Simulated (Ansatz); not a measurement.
**Fe: stress in a strained cell**

Aim: deform Fe (equal xx and yy strain of -2 %) and compute stress, forces and field gradients with LAPW, PAW and all-electron datasets made for the crystal.

Computed with Ansatz 0.2.0 (DFT PBE, scalar-relativistic, unless a step's input says otherwise).

### Step 1. Starting point

It takes space group Fmmm (No. 69, orthorhombic). Conventional cell: a = 2.997 Å, b = 3.883 Å, c = 3.930 Å, α = 90.00°, β = 90.00°, γ = 90.00°. Around Fe (site symmetry mmm) lie 12 Fe at 2.45 to 2.76 Å.

As a file:

```
Fe
1.0
     0.00000    1.94174    1.96511
     1.49844    0.00000    1.96511
     1.49844    1.94174    0.00000
Fe
1
Direct
  0.00000 0.00000 0.00000
```

### Step 2. After the deformation

Space group Fmmm before, Fmmm after.

### Step 3. Full-potential LAPW

File input.yaml:

```yaml
crystal:
  lattice:
    - [0.0, 1.9029048968, 1.9651051623]
    - [1.4684709157, 0.0, 1.9651051623]
    - [1.4684709157, 1.9029048968, 0.0]
  atoms:
    - { symbol: Fe, position: [0.0, 0.0, 0.0], spin: 3.0 }
magnetization:
  spin_polarized: true
kpoints:
  mp_grid: { grid: [16, 16, 16] }
  band_path:
    path:
      - [0.0, 0.0, 0.0]
      - [0.5, 0.0, 0.5]
      - [0.5, 0.2407243409, 0.7407243409]
      - [0.5, 0.7592756591, 0.2592756591]
      - [0.5, 0.5, 0.0]
      - [0.9353767325, 0.5, 0.4353767325]
      - [0.0646232675, 0.5, 0.5646232675]
      - [0.0, 0.5, 0.5]
      - [0.068916996, 0.568916996, 0.5]
    npoints: 5
scf:
  occupations: { method: fermi_dirac, width: 0.05 }
hamiltonian:
  xc: pbe
  pseudopotentials: { kind: all_electron, lapw: { basis_error: 0.0005 } }
output:
  forces: true
  stress: true
  eigenvalues: true
```

Launch:

```bash
> ansatz run input.yaml --threads 1 --pin off --max-ram 3072MiB --backend cpu --events-out ev --progress --plain --runs-dir out
```

### Step 4. PAW with frozen cores

File input.yaml:

```yaml
crystal:
  lattice:
    - [0.0, 1.9029048968, 1.9651051623]
    - [1.4684709157, 0.0, 1.9651051623]
    - [1.4684709157, 1.9029048968, 0.0]
  atoms:
    - { symbol: Fe, position: [0.0, 0.0, 0.0], spin: 3.0 }
magnetization:
  spin_polarized: true
kpoints:
  mp_grid: { grid: [16, 16, 16] }
scf:
  occupations: { method: fermi_dirac, width: 0.05 }
hamiltonian:
  xc: pbe
  pseudopotentials: { kind: paw }
output:
  forces: true
  stress: true
  eigenvalues: true
  efg: { contact_densities: true }
```

### Step 5. Datasets made for this crystal

input.yaml, as its differences from that of step 4:

```diff
@@ -15,3 +15,3 @@
   xc: pbe
-  pseudopotentials: { kind: paw }
+  pseudopotentials: { kind: all_electron, datasets: crystal }
 output:
```

(Steps that only read results are left out.)

Q: Predict the outcome of this session. Wanted: pressure; largest shear or deviatoric stress.

**Answer**, as computed:

```
                                 quantity                                           value
                                 pressure  LAPW 7.34, PAW 7.58, crystal datasets 7.34 GPa
largest shear or deviatoric stress (LAPW)                                        6.09 GPa
```

What this shows: The largest part of the stress beyond the pressure is 6.09 GPa in size, in the yy component. No run of the undeformed cell stands beside it, so the pressure holds what the given cell had before the change. PAW: stress within 0.32 GPa of LAPW. Crystal datasets: stress within 0.01 GPa of LAPW. The magnetic state is the one reached from the start moments in this cell; it needn't be the ground state.
